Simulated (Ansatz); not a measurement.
Level of theory: Ansatz 0.2.0, DFT PBE, scalar-relativistic, plane waves, PAW. Settings: cutoff 420 eV, Γ-centred meshes spaced at most about 0.3 Å⁻¹, and about 0.25 Å⁻¹ or finer for metals (2π included), Gaussian smearing. No spin polarisation.

Temperature and zero-point effects are left out.

Compare these two cells of Si₂Mo, each relaxed at this level.

A.

```cif
data_structure
_symmetry_space_group_name_H-M 'I4_1/amd:1'
_symmetry_Int_Tables_number 141
_cell_length_a 3.1278
_cell_length_b 3.1278
_cell_length_c 18.9202
_cell_angle_alpha 90.000
_cell_angle_beta 90.000
_cell_angle_gamma 90.000
_cell_volume 185.10
loop_
_atom_site_label
_atom_site_type_symbol
_atom_site_symmetry_multiplicity
_atom_site_Wyckoff_symbol
_atom_site_fract_x
_atom_site_fract_y
_atom_site_fract_z
_atom_site_occupancy
Si1 Si 8 e 0.00000 0.00000 0.42946 1
Mo1 Mo 4 a 0.00000 0.00000 0.00000 1
```

B.

```cif
data_structure
_symmetry_space_group_name_H-M 'Cmc2_1'
_symmetry_Int_Tables_number 36
_cell_length_a 3.3298
_cell_length_b 8.7166
_cell_length_c 6.1430
_cell_angle_alpha 90.000
_cell_angle_beta 90.000
_cell_angle_gamma 90.000
_cell_volume 178.30
loop_
_atom_site_label
_atom_site_type_symbol
_atom_site_symmetry_multiplicity
_atom_site_Wyckoff_symbol
_atom_site_fract_x
_atom_site_fract_y
_atom_site_fract_z
_atom_site_occupancy
Si1 Si 4 a 0.50000 0.09539 0.02088 1
Si2 Si 4 a 0.50000 0.30581 0.79286 1
Mo1 Mo 4 a 0.00000 0.08636 0.68637 1
```

Question: Which would you expect to be lower, and how large is the difference?

Answer: B is lower, by 0.34 eV/atom. A has space group I4_1/amd (No. 141), 15.4 Å³/atom and no gap on its mesh; B has space group Cmc2_1 (No. 36), 14.9 Å³/atom and no gap. Counting Si atoms around Mo (those within 1.25 times the shortest such distance or 1.15 times the sum of covalent radii; a plus sign parts nearer from farther groups), A has Mo 8 and B has Mo 8+1. B holds Si–Si nets (shortest 2.31 Å); in A the shortest Si–Si distance is 2.59 Å, near bonding range too. The denser one is the lower, and pressure would at first widen the difference. In A, around Si lie 4 Mo at 2.58 Å, 3 Si at 2.59–2.67 Å and 4 Si at 3.13 Å; around Mo lie 8 Si at 2.58 Å. In B, around Si on its first site lie 1 Si at 2.31 Å, 2 Si at 2.51 Å, 4 Mo at 2.51–2.65 Å and 1 Mo at 2.95 Å; around Si on its second site lie 1 Si at 2.31 Å, 2 Si at 2.51 Å and 4 Mo at 2.53–2.62 Å; Mo has 8 Si at 2.51–2.65 Å and 1 Si at 2.95 Å. Origin: A, invented; B, invented, then shaken at random and relaxed again. The lowest form computed isn't among them: it has space group I4/mmm (No. 139), 13.6 Å³/atom, is reached from a cell as deposited in COD and lies 290 meV/atom below the best shown.

Cells relaxed within their symmetry can be saddle points. Some types were kept out of the candidates beforehand, so the set may lack a known form.

The preference for B probably comes mainly from its silicon sublattice. Each Si there has one neighbour at 2.31 Å, a normal covalent single bond, and two looser contacts at 2.51 Å, whereas all three nearest Si–Si contacts in A are stretched to 2.59–2.67 Å and should be weak. The main Mo–Si shell has eight contacts of similar length in both cells, so it offers no equally plain reason for a gap of 0.34 eV/atom; the extra Si at 2.95 Å in B can add only a little.

Si–Si bonding alone doesn't make a good disilicide, however. The I4/mmm form, the familiar structure of MoSi₂, is much denser and lies a further 290 meV/atom below B. Its close-packed arrangement lets Mo d and Si p states mix efficiently, which suggests that both cells here sacrifice metal–silicon bonding to open packing. B is therefore the better of two unfavourable arrangements, not a likely equilibrium phase. The total energies don't separate the Si–Si and Mo–Si contributions.
